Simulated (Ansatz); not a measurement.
Zincblende AlN, relaxed with r2SCAN in the plane-wave code Ansatz. The symmetry is F-43m (No. 216, cubic); conventional cell a = 4.370 Å, 10.43 Å³ an atom. Around Al lie 4 N at 1.89 Å; around N lie 4 Al at 1.89 Å.

The axes x, y and z are those of this cell:
```
CELL_PARAMETERS angstrom
0.00000 2.18488 2.18488
2.18488 0.00000 2.18488
2.18488 2.18488 0.00000
ATOMIC_POSITIONS crystal
Al 0.00000 0.00000 0.00000
N 0.25000 0.25000 0.25000
```

Unstrained: With PBE the valence top lies at Γ and the conduction bottom at X, 3.325 eV higher; the smallest vertical gap, at Γ, is 4.176 eV. With r2SCAN the valence top lies at Γ and the conduction bottom at X, 3.941 eV higher; the smallest vertical gap, at Γ, is 4.842 eV. HSE06 gives an indirect gap of 4.552 eV, from Γ to X; the least direct gap is 5.547 eV at Γ. Meshes: PBE 10×10×10, r2SCAN 10×10×10, HSE06 8×8×8. Strains are changes of length per length. After each strain the atoms were relaxed again with r2SCAN within the symmetry that the strain leaves, so tilts or polar shifts that break it weren't tested; points keep the names that they have in the unstrained zone. Spin-unpolarised throughout; all numbers are computed.

(1) For epitaxial -1.0 % in the plane normal to [111], how far does the free direction move, and what happens to the gap?

(2) Estimate what epitaxial -4.0 % in the plane normal to [111], free normal strain +1.39 % does to the gap.

(3) For epitaxial -3.0 % in the plane normal to [111], how far does the free direction move, and what happens to the gap?

(4) Estimate what epitaxial +4.0 % in the plane normal to [111], free normal strain -1.29 % does to the gap.

(5) Estimate what epitaxial -2.0 % in the plane normal to [111], free normal strain +0.69 % does to the gap.

(6) Apply epitaxial +3.0 % in the plane normal to [111], free normal strain -0.97 %. How far does the gap move, against the unstrained cell?

(7) Apply epitaxial +1.0 % in the plane normal to [111], free normal strain -0.33 %. How far does the gap move, against the unstrained cell?

(8) Estimate what epitaxial +2.0 % in the plane normal to [111], free normal strain -0.65 % does to the gap.

(9) Order the strained cells by their HSE06 gap, smallest first.
A. epitaxial -2.0 % in the plane normal to [111]
B. epitaxial +3.0 % in the plane normal to [111]
C. epitaxial -3.0 % in the plane normal to [111]
D. epitaxial +1.0 % in the plane normal to [111]
E. epitaxial -1.0 % in the plane normal to [111]
F. epitaxial +4.0 % in the plane normal to [111]
G. epitaxial -4.0 % in the plane normal to [111]
H. epitaxial +2.0 % in the plane normal to [111]

Results:

(1) The normal strain at zero normal stress is +0.34 %, 0.34 of the in-plane strain with the sign turned. PBE: the gap goes from 3.325 to 3.291 eV (-0.034 eV); with r2SCAN the top three valence levels at Γ, degenerate before, become 2+1 from the top over 122 meV. r2SCAN: the gap goes from 3.941 to 3.910 eV (-0.031 eV). HSE06: the gap goes from 4.552 to 4.526 eV (-0.026 eV).

(2) PBE: the gap goes from 3.325 to 3.111 eV (-0.214 eV); with r2SCAN the top three valence levels at Γ, degenerate before, become 2+1 from the top over 569 meV. r2SCAN: the gap goes from 3.941 to 3.740 eV (-0.201 eV). HSE06: the gap goes from 4.552 to 4.368 eV (-0.184 eV). The r2SCAN energy rises by 59.4 meV an atom.

(3) The normal strain at zero normal stress is +1.04 %, 0.35 of the in-plane strain with the sign turned. PBE: the gap goes from 3.325 to 3.185 eV (-0.140 eV); with r2SCAN the top three valence levels at Γ, degenerate before, become 2+1 from the top over 406 meV. r2SCAN: the gap goes from 3.941 to 3.811 eV (-0.130 eV). HSE06: the gap goes from 4.552 to 4.435 eV (-0.117 eV).

(4) PBE: the gap goes from 3.325 to 3.007 eV (-0.318 eV); with r2SCAN the top three valence levels at Γ, degenerate before, become 1+2 from the top over 361 meV. r2SCAN: the gap goes from 3.941 to 3.595 eV (-0.346 eV). HSE06: the gap goes from 4.552 to 4.210 eV (-0.342 eV). The r2SCAN energy rises by 50.2 meV an atom.

(5) PBE: the gap goes from 3.325 to 3.244 eV (-0.081 eV); with r2SCAN the top three valence levels at Γ, degenerate before, become 2+1 from the top over 259 meV. r2SCAN: the gap goes from 3.941 to 3.866 eV (-0.075 eV). HSE06: the gap goes from 4.552 to 4.486 eV (-0.066 eV). The r2SCAN energy rises by 14.3 meV an atom.

(6) PBE: the gap goes from 3.325 to 3.083 eV (-0.242 eV); with r2SCAN the top three valence levels at Γ, degenerate before, become 1+2 from the top over 288 meV. r2SCAN: the gap goes from 3.941 to 3.678 eV (-0.263 eV). HSE06: the gap goes from 4.552 to 4.292 eV (-0.260 eV). The r2SCAN energy rises by 28.8 meV an atom.

(7) PBE: the gap goes from 3.325 to 3.243 eV (-0.082 eV); with r2SCAN the top three valence levels at Γ, degenerate before, become 1+2 from the top over 107 meV. r2SCAN: the gap goes from 3.941 to 3.852 eV (-0.089 eV). HSE06: the gap goes from 4.552 to 4.464 eV (-0.088 eV). The r2SCAN energy rises by 3.3 meV an atom.

(8) PBE: the gap goes from 3.325 to 3.163 eV (-0.162 eV); with r2SCAN the top three valence levels at Γ, degenerate before, become 1+2 from the top over 201 meV. r2SCAN: the gap goes from 3.941 to 3.766 eV (-0.175 eV). HSE06: the gap goes from 4.552 to 4.378 eV (-0.174 eV). The r2SCAN energy rises by 13.1 meV an atom.

(9) F (4.21 eV), B (4.29 eV), G (4.37 eV), H (4.38 eV), C (4.43 eV), D (4.46 eV), A (4.49 eV), E (4.53 eV).

The meshes of the hybrids are coarse, so their gaps aren't converged to the digits shown.

The splittings at Γ are without spin-orbit coupling, which regroups them where it is of like size or larger.
